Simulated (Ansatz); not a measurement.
## Molecular dynamics of CoSi2

Input:

```yaml
crystal:
  lattice:
    - [5.356, 0.0, 0.0]
    - [0.0, 5.356, 0.0]
    - [0.0, 0.0, 5.356]
  atoms:
    - { symbol: Co, position: [0.05391577, -0.00762359, -0.04411687] }
    - { symbol: Si, position: [0.31634396, 0.25442315, 0.15126369] }
    - { symbol: Si, position: [0.6930594, 0.80361396, 0.66488858] }
    - { symbol: Co, position: [0.51584535, 0.47133878, -0.14245768] }
    - { symbol: Si, position: [0.83036884, 0.76587157, 0.21416833] }
    - { symbol: Si, position: [0.24977367, 0.21273677, 0.65979013] }
    - { symbol: Co, position: [0.4725759, 0.00624728, 0.36888139] }
    - { symbol: Si, position: [0.74272759, 0.2026114, 0.65512738] }
    - { symbol: Si, position: [0.27003251, 0.69688209, 0.16866963] }
    - { symbol: Co, position: [-0.01812774, 0.46596496, 0.47392116] }
    - { symbol: Si, position: [0.23904663, 0.72348883, 0.65606789] }
    - { symbol: Si, position: [0.75925185, 0.25510345, 0.11327807] }
basis:
  ecutwfc: 420.0
kpoints:
  mp_grid: { grid: [2, 2, 2] }
hamiltonian:
  xc: pbe
  pseudopotentials: { kind: paw, azcp: { folder: soft_1 } }
scf:
  occupations: { method: fermi_dirac, width: 0.24 }
  lower_state_search: "off"
md:
  timestep: 2
  n_steps: 400
  ensemble: nvt_langevin
  temperature: 2240.0
  initial_velocities: maxwell_boltzmann
  seed: 565147
  friction: 0.02
  temperature_schedule:
    - { n_steps: 300, end_temperature: 300.0 }
    - { n_steps: 100, end_temperature: 300.0 }
```

Command:

```bash
$ ansatz run input.yaml --threads 1 --pin off --max-ram 3072MiB --backend cpu --events-out ev --progress --plain --runs-dir out
```

It goes on from the last frame of an earlier run, with new velocities.

Output, in part (step lines):

```
md step     0: t =     0.00 fs  T =  2053.3 K (target 2240.0 K)  F+E_penalty+E_count = -25592.36731324 eV  E_kin = 3.184966 eV  (13 SCF iters)
md step     1: t =     2.00 fs  T =  1992.6 K (target 2236.8 K)  F+E_penalty+E_count = -25592.35042204 eV  E_kin = 3.090696 eV  (8 SCF iters)
md step     2: t =     4.00 fs  T =  1630.4 K (target 2230.3 K)  F+E_penalty+E_count = -25592.32307760 eV  E_kin = 2.528946 eV  (8 SCF iters)
md step     3: t =     6.00 fs  T =  1877.1 K (target 2223.8 K)  F+E_penalty+E_count = -25592.33399364 eV  E_kin = 2.911630 eV  (8 SCF iters)
md step     4: t =     8.00 fs  T =  1994.1 K (target 2217.4 K)  F+E_penalty+E_count = -25592.37639023 eV  E_kin = 3.093017 eV  (8 SCF iters)
md step     5: t =    10.00 fs  T =  2140.4 K (target 2210.9 K)  F+E_penalty+E_count = -25592.40524684 eV  E_kin = 3.320015 eV  (8 SCF iters)
md step     6: t =    12.00 fs  T =  2350.5 K (target 2204.4 K)  F+E_penalty+E_count = -25592.44482627 eV  E_kin = 3.645878 eV  (7 SCF iters)
md step     7: t =    14.00 fs  T =  2836.2 K (target 2198.0 K)  F+E_penalty+E_count = -25592.53105955 eV  E_kin = 4.399290 eV  (7 SCF iters)
[... lines left out ...]
md step   398: t =   796.00 fs  T =   244.6 K (target 300.0 K)  F+E_penalty+E_count = -25595.64391478 eV  E_kin = 0.379367 eV  (6 SCF iters)
md step   399: t =   798.00 fs  T =   269.3 K (target 300.0 K)  F+E_penalty+E_count = -25595.65188829 eV  E_kin = 0.417661 eV  (6 SCF iters)
md step   400: t =   800.00 fs  T =   232.5 K (target 300.0 K)  F+E_penalty+E_count = -25595.66094190 eV  E_kin = 0.360630 eV  (7 SCF iters)
```

The steps, from the saved trajectory:

| time (fs) | T (K) | potential energy less start (eV) |
| --- | --- | --- |
| 0 | 2053 | 0.000 |
| 26 | 2790 | -0.331 |
| 52 | 2825 | -0.194 |
| 78 | 1492 | 0.185 |
| 104 | 2303 | -1.024 |
| 130 | 1551 | -0.540 |
| 156 | 1267 | 0.203 |
| 182 | 2253 | -1.577 |
| 208 | 1299 | -1.130 |
| 234 | 1497 | -1.216 |
| 260 | 2269 | -1.651 |
| 286 | 1219 | -1.153 |
| 312 | 1503 | -1.953 |
| 338 | 1247 | -1.850 |
| 364 | 2023 | -2.519 |
| 390 | 871 | -1.651 |
| 416 | 1026 | -2.658 |
| 442 | 641 | -2.549 |
| 468 | 677 | -2.943 |
| 494 | 615 | -2.958 |
| 520 | 624 | -3.079 |
| 546 | 429 | -3.099 |
| 572 | 482 | -3.033 |
| 598 | 357 | -3.110 |
| 624 | 494 | -3.517 |
| 650 | 235 | -3.292 |
| 676 | 281 | -3.367 |
| 702 | 299 | -3.359 |
| 728 | 227 | -3.461 |
| 754 | 395 | -3.633 |
| 780 | 305 | -3.326 |

The run went to its last step. The schedule's set-point averaged 462 K over the second half and the system 457 K. A run of 0.8 ps of so small a system gives no equilibrium averages. Spin polarisation was left off. Limits of this set-up: coarse k mesh, magnetic elements without spin.

Mean squared displacements from the first frame to the last, about the centre of mass: Co 0.12 Å², Si 0.13 Å².

Last frame:

```xyz
12
Lattice="5.3560 0.0000 0.0000 0.0000 5.3560 0.0000 0.0000 0.0000 5.3560" Properties=species:S:1:pos:R:3
Co -0.082 0.313 0.092
Si 1.047 1.555 1.543
Si 3.885 4.429 4.209
Co 2.466 2.922 0.143
Si 3.809 4.320 1.529
Si 1.192 1.640 4.129
Co 2.514 0.244 2.886
Si 3.839 1.773 4.163
Si 1.197 4.316 1.578
Co -0.177 2.996 2.837
Si 1.176 4.232 4.263
Si 3.878 1.489 1.462
```

The run took 22 min on 1 thread of Arm Neoverse V2 (shared host), peak memory 0.45 GiB.
